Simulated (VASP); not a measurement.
Runs of VASP 6.6.1 on NiO. The structure is cubic, space group Pm-3m (No. 221). Conventional cell: a = 2.505 Å, b = 2.505 Å, c = 2.505 Å, α = 90.00°, β = 90.00°, γ = 90.00°. Ni (site symmetry m-3m) has 8 O at 2.17 Å as nearest neighbours. O (site symmetry m-3m) has 8 Ni at 2.17 Å as nearest neighbours. Measurements of this composition are mostly on another form, of space group No. 225.

```csv
spin,gap on the mesh (eV),pressure (GPa),moment (μB)
"collinear, ferrimagnetic start",none,-4.3,0.00
"collinear, antiferromagnetic start",none,-4.2,0.00
off,none,(a),-
"collinear, ferromagnetic start",none,-1.8,4.00
"collinear, random start",none,-4.2,0.00
```

Alike in all rows: task single point; level LDA+U; potentials or basis VASP PAW LDA potentials, release 64 (Ni, O); Ni d U = 6 eV; cell as given; k mesh 7 × 7 × 7; cutoff (eV) 520; smearing fermi-dirac 0.05 eV.

**Question.** Estimate the missing entries.

**Answer.** (a) -15.6.

Caveats: U without spin polarisation on a metal has little footing (some runs).

A gap of «none» marks a metal or a gap under the smearing width.
